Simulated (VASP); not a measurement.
# CaO (Fm-3m) in VASP: a series of runs

Aim: see how the results for CaO move with the level of theory and the settings. Levels: LDA, r2SCAN, HSE06. Tasks: single point.

Everything below comes from runs of VASP 6.6.1. Logs are shortened: lines on timing, memory, paths and dates and some standing lists are left out, and cuts for length are marked.

**1. Starting point**

Symmetry: Fm-3m, No. 225, cubic system. The conventional cell has a = 4.815 Å, b = 4.815 Å, c = 4.815 Å, α = 90.00°, β = 90.00°, γ = 90.00°. Ca (site symmetry m-3m) is surrounded by 6 O at 2.41 Å. Around O (site symmetry m-3m) lie 6 Ca at 2.41 Å.

The cell was built by a generator and isn't the measured one.

**2. Single point, LDA**

INCAR reads:

```
SYSTEM = CaO
ALGO     = Normal         ! electronic algorithm
EDIFF    = 1E-7           ! SCF threshold, eV
ENCUT    = 520            ! plane-wave cutoff, eV
ISIF     = 2              ! what is computed and relaxed
ISMEAR   = -1             ! smearing method
LASPH    = .TRUE.         ! aspherical terms in the spheres
LCHARG   = .TRUE.         ! write CHGCAR
LELF     = .TRUE.         ! ELF
LREAL    = .FALSE.        ! projectors in reciprocal space
LVHAR    = .TRUE.       
LWAVE    = .FALSE.        ! write WAVECAR
NELM     = 80             ! most SCF steps
PREC     = Accurate       ! precision mode
SIGMA    = 0.05           ! smearing width, eV
```

KPOINTS reads:

```
k-points
0
G
  12 12 12
  0 0 0
```

POSCAR reads:

```
CaO
1.0
    0.0000000000      2.4075000000      2.4075000000
    2.4075000000      0.0000000000      2.4075000000
    2.4075000000      2.4075000000      0.0000000000
Ca O
1 1
Direct
    0.0000000000      0.0000000000      0.0000000000
    0.5000000000      0.5000000000      0.5000000000
```

Potentials or basis: VASP PAW LDA potentials, release 64 (Ca_sv, O).

Command:

```console
$ cat potpaw_LDA.64/Ca_sv/POTCAR potpaw_LDA.64/O/POTCAR > POTCAR
$ mpirun -np 1 vasp_std > vasp.out
```

OUTCAR:

```text
SYSTEM = CaO
   EDIFF = 1E-7
   ENCUT = 520
   ISIF = 2
   ISMEAR = -1
   LASPH = .TRUE.
   LREAL = .FALSE.
   NELM = 80
   PREC = Accurate

 ion  position               nearest neighbor table
   1  0.000  0.000  0.000-   2 2.41   2 2.41   2 2.41   2 2.41   2 2.41   2 2.41
   2  0.500  0.500  0.500-   1 2.41   1 2.41   1 2.41   1 2.41   1 2.41   1 2.41

  LATTYP: Found a face centered cubic cell.
 ALAT       =     4.8150000000

  Lattice vectors:

 A1 = (   0.0000000000,   2.4075000000,   2.4075000000)
 A2 = (   2.4075000000,   0.0000000000,   2.4075000000)
 A3 = (   2.4075000000,   2.4075000000,   0.0000000000)

Analysis of symmetry for initial positions (statically):
=====================================================================
 Subroutine PRICEL returns:
 Original cell was already a primitive cell.

 Routine SETGRP: Setting up the symmetry group for a
 face centered cubic supercell.

 Subroutine GETGRP returns: Found 48 space group operations
 (whereof 48 operations were pure point group operations)
 out of a pool of 48 trial point group operations.

The static configuration has the point symmetry O_h .

Analysis of symmetry for dynamics (positions and initial velocities):
=====================================================================
 Subroutine PRICEL returns:
 Original cell was already a primitive cell.

 Routine SETGRP: Setting up the symmetry group for a
 face centered cubic supercell.

 Subroutine GETGRP returns: Found 48 space group operations
 (whereof 48 operations were pure point group operations)
 out of a pool of 48 trial point group operations.

The dynamic configuration has the point symmetry O_h .

 Subroutine INISYM returns: Found 48 space group operations
 (whereof 48 operations are pure point group operations),
 and found     1 'primitive' translations

----------------------------------------------------------------------------------------

                                     Primitive cell

  volume of cell :      27.9080

  direct lattice vectors                    reciprocal lattice vectors
     0.000000000  2.407500000  2.407500000    -0.207684320  0.207684320  0.207684320
     2.407500000  0.000000000  2.407500000     0.207684320 -0.207684320  0.207684320
     2.407500000  2.407500000  0.000000000     0.207684320  0.207684320 -0.207684320

  length of vectors
     3.404719151  3.404719151  3.404719151     0.359719794  0.359719794  0.359719794

  position of ions in fractional coordinates (direct lattice)
     0.000000000  0.000000000  0.000000000
     0.500000000  0.500000000  0.500000000

  ion indices of the primitive-cell ions
   primitive index   ion index
                 1           1
[... 81 lines left out ...]
   POTIM  = 0.5000    time-step for ionic-motion
   TEBEG  =    0.0;   TEEND  =   0.0 temperature during run
   PSTRESS=    0.0 pullay stress
   NELECT =      16.0000    total number of electrons
   NUPDOWN=      -1.0000    fix difference up-down
   EMIN   =  10.00;   EMAX   =-10.00  energy-range for DOS
   EFERMI =   0.00;   METHOD = LEGACY
   ISMEAR =    -1;   SIGMA  =   0.05  broadening in eV -4-tet -1-fermi 0-gaus
   EFERMI_NEDOS =   21; number of points for ismear=-14 and -15
   IALGO  =     38    algorithm
   IMIX   =      4    mixing-type and parameters
     AMIX     =   0.40;   BMIX     =  1.00
     AMIX_MAG =   1.60;   BMIX_MAG =  1.00
  volume/ion in A,a.u.               =      13.95        94.17
  Fermi-wavevector in a.u.,A,eV,Ry     =   1.359999  2.570025 25.165292  1.849597
  Thomas-Fermi vector in A             =   2.486699
   LORBIT       =      0    0 simple, 1 ext, 2 COOP (PROOUT), +10 PAW based schemes
   GGA     = CA    functional components
   LHFCALC =     F    Hartree Fock is set to
   AEXX    =    0.0000 exact exchange contribution
   IVDW    =     0    specifies the selected vdW correction
   LEPSILON=     F    determine dielectric tensor
   LRPA    =     F    only Hartree local field effects (RPA)
 non-spin polarized calculation
  energy-cutoff  :      520.00
  volume of cell :       27.91
 maximum number of plane-waves:       769
 NGX is ok and might be reduce to    28
   NGX = 13   NGY = 13   NGZ = 13

 number of electron      15.9999998 magnetization

 Free energy of the ion-electron system (eV)
  ---------------------------------------------------
  ext. energy  EPLUGINS =         0.00000000
  ---------------------------------------------------
  free energy    TOTEN  =       -14.18661978 eV

  energy without entropy =      -14.18661978  energy(sigma->0) =      -14.18661978

 E-fermi :   3.0621     XC(G=0): -11.0033

 val. band max:        1.9827854282   @ k =   0.0000   0.0000   0.0000
 cond. band min:       5.4442166672   @ k =   0.5000   0.5000   0.0000
 fundamental gap:      3.4614312391
 Fermi energy:         3.0620867711

 k-point     1 :       0.0000    0.0000    0.0000
  band No.  band energies     occupation
      1     -35.0986      2.00000
      2     -16.1503      2.00000
      3     -16.1503      2.00000
      4     -16.1503      2.00000
      5     -13.2151      2.00000
      6       1.9828      2.00000
      7       1.9828      2.00000
      8       1.9828      2.00000
      9       6.5028      0.00000
     10       8.0792      0.00000
     11       8.0792      0.00000
     12       8.0792      0.00000
[... 331 lines left out ...]
 k-point    24 :      -0.4167    0.1667    0.0000
  band No.  band energies     occupation
      1     -34.9795      2.00000
      2     -17.1472      2.00000
      3     -16.3467      2.00000
      4     -16.2336      2.00000
      5     -12.1626      2.00000
      6      -0.3413      2.00000
      7       0.8354      2.00000
      8       0.8445      2.00000
      9       8.7366      0.00000
     10       9.0553      0.00000
     11      10.3121      0.00000
     12      10.9316      0.00000

 [... further k-points ...]
[... 5 lines left out ...]
  --------------------------------------------------------------------------------------
  -------------------------------------------------------------------------------------
  Total       -1.1774317     -1.1774317     -1.1774317      0.0000000     -0.0000000      0.0000000
  in kB      -67.5954412    -67.5954412    -67.5954412      0.0000000     -0.0000000      0.0000000
  external PRESSURE =     -67.5954412 kB  Pullay stress =       0.0000000 kB

 VOLUME and BASIS-vectors are now :
 -----------------------------------------------------------------------------
  energy-cutoff  :      520.00
  volume of cell :       27.91
      direct lattice vectors                 reciprocal lattice vectors
     0.000000000  2.407500000  2.407500000    -0.207684320  0.207684320  0.207684320
     2.407500000  0.000000000  2.407500000     0.207684320 -0.207684320  0.207684320
     2.407500000  2.407500000  0.000000000     0.207684320  0.207684320 -0.207684320

 POSITION                                       TOTAL-FORCE (eV/Angst)
 -----------------------------------------------------------------------------------
      0.00000      0.00000      0.00000        -0.000000      0.000000      0.000000
      2.40750      2.40750      2.40750         0.000000     -0.000000     -0.000000
 -----------------------------------------------------------------------------------
    total drift:                                0.000000      0.000000      0.000000

  FREE ENERGIE OF THE ION-ELECTRON SYSTEM (eV)
  ---------------------------------------------------
  free  energy   TOTEN  =       -14.1866197764 eV

  energy  without entropy=      -14.1866197764  energy(sigma->0) =      -14.18661978
```

stdout:

```text
POSCAR found type information on POSCAR CaO
 POSCAR found :  2 types and       2 ions
 scaLAPACK will be used
 LDA part: xc-table for (Slater(with rela. corr.)+CA(PZ))
 , standard interpolation
 POSCAR, INCAR and KPOINTS ok, starting setup
 FFT: planning ... GRIDC
 FFT: planning ... GRID_SOFT
 FFT: planning ... GRID
 WAVECAR not read
 entering main loop
```

It took 13 s on 1 thread of Intel Xeon 6975P-C (Granite Rapids), shared host; peak memory 0.16 GiB.

Results:

- Free energy: -14.1866 eV
- Pressure: -6.8 GPa
- Band gap on the k mesh: 3.46 eV, indirect (least direct gap 3.84 eV)

Levels at points of the mesh, in eV from the valence-band top:
```csv
k point,band 5,band 6,band 7,band 8,band 9,band 10,band 11,band 12
"(0.00, 0.00, 0.00)",-15.20,0.00,0.00,0.00,4.52,6.10,6.10,6.10
"(0.50, 0.00, 0.00)",-13.96,-2.70,-1.22,-1.22,6.93,8.27,8.28,8.28
"(0.50, 0.50, 0.00)",-14.95,-1.31,-0.38,-0.38,3.46,7.97,8.85,9.50
```

A k mesh can miss the band edges.

**3. Single point, r2SCAN**

Edit INCAR of step 2 so:

```diff
@@ -9,2 +9,3 @@
 LELF     = .TRUE.         ! ELF
+LMIXTAU  = .TRUE.       
 LREAL    = .FALSE.        ! projectors in reciprocal space
@@ -12,2 +13,3 @@
 LWAVE    = .FALSE.        ! write WAVECAR
+METAGGA  = R2SCAN         ! meta-GGA
 NELM     = 80             ! most SCF steps
```

KPOINTS reads:

```
k-points
0
G
  8 8 8
  0 0 0
```

POSCAR is that of step 2.

Potentials or basis: VASP PAW PBE potentials, release 64 (Ca_sv, O).

Command:

```console
$ cat potpaw_PBE.64/Ca_sv/POTCAR potpaw_PBE.64/O/POTCAR > POTCAR
$ mpirun -np 1 vasp_std > vasp.out
```

OUTCAR:

```text
SYSTEM = CaO
   EDIFF = 1E-7
   ENCUT = 520
   ISIF = 2
   ISMEAR = -1
   LASPH = .TRUE.
   LREAL = .FALSE.
   METAGGA = R2SCAN
   NELM = 80
   PREC = Accurate

 ion  position               nearest neighbor table
   1  0.000  0.000  0.000-   2 2.41   2 2.41   2 2.41   2 2.41   2 2.41   2 2.41
   2  0.500  0.500  0.500-   1 2.41   1 2.41   1 2.41   1 2.41   1 2.41   1 2.41

  LATTYP: Found a face centered cubic cell.
 ALAT       =     4.8150000000

  Lattice vectors:

 A1 = (   0.0000000000,   2.4075000000,   2.4075000000)
 A2 = (   2.4075000000,   0.0000000000,   2.4075000000)
 A3 = (   2.4075000000,   2.4075000000,   0.0000000000)
[... 539 lines left out ...]
     10       9.4317      0.00000
     11      11.4048      0.00000
     12      11.6148      0.00000

 [... further k-points ...]
[... 5 lines left out ...]
  --------------------------------------------------------------------------------------
  -------------------------------------------------------------------------------------
  Total       -0.0717484     -0.0717484     -0.0717484     -0.0000000      0.0000000     -0.0000000
  in kB       -4.1190175     -4.1190175     -4.1190175     -0.0000000      0.0000000     -0.0000000
  external PRESSURE =      -4.1190175 kB  Pullay stress =       0.0000000 kB

 VOLUME and BASIS-vectors are now :
 -----------------------------------------------------------------------------
  energy-cutoff  :      520.00
  volume of cell :       27.91
      direct lattice vectors                 reciprocal lattice vectors
     0.000000000  2.407500000  2.407500000    -0.207684320  0.207684320  0.207684320
     2.407500000  0.000000000  2.407500000     0.207684320 -0.207684320  0.207684320
     2.407500000  2.407500000  0.000000000     0.207684320  0.207684320 -0.207684320

 POSITION                                       TOTAL-FORCE (eV/Angst)
 -----------------------------------------------------------------------------------
      0.00000      0.00000      0.00000        -0.000000      0.000000     -0.000000
      2.40750      2.40750      2.40750         0.000000     -0.000000      0.000000
 -----------------------------------------------------------------------------------
    total drift:                                0.000000      0.000000      0.000000

  FREE ENERGIE OF THE ION-ELECTRON SYSTEM (eV)
  ---------------------------------------------------
  free  energy   TOTEN  =       -19.4541286668 eV

  energy  without entropy=      -19.4541286668  energy(sigma->0) =      -19.45412867
```

OSZICAR:

```text
N       E                     dE             d eps       ncg     rms          rms(c)
DAV:   1     0.126675162999E+03    0.12668E+03   -0.88464E+03   696   0.138E+03
DAV:   2    -0.180563756161E+02   -0.14473E+03   -0.13807E+03   800   0.353E+02
DAV:   3    -0.250046742003E+02   -0.69483E+01   -0.68883E+01   900   0.801E+01
[... 17 lines left out ...]
DAV:  21    -0.194541282554E+02    0.21288E-05   -0.27109E-06   720   0.194E-02    0.735E-04
DAV:  22    -0.194541289869E+02   -0.73145E-06   -0.32096E-07   776   0.651E-03    0.441E-04
DAV:  23    -0.194541285378E+02    0.44905E-06   -0.38060E-08   416   0.261E-03    0.280E-04
DAV:  24    -0.194541286869E+02   -0.14906E-06   -0.68258E-09   368   0.972E-04    0.236E-04
DAV:  25    -0.194541286668E+02    0.20086E-07   -0.27230E-09   352   0.521E-04
   1 F= -.19454129E+02 E0= -.19454129E+02  d E =-.556948E-11
```

Run time: 41 s. Hardware: 1 thread of Intel Xeon 6975P-C (Granite Rapids), shared host; peak memory 0.17 GiB.

Results:

* Free energy: -19.4541 eV
* Pressure: -0.4 GPa
* Band gap on the k mesh: 4.19 eV, indirect (least direct gap 4.57 eV)

Caveat: the PAW data sets were made with another functional, which shifts forces and pressure a little. A k mesh can miss the band edges.

(Continued in part 2 of 2.)
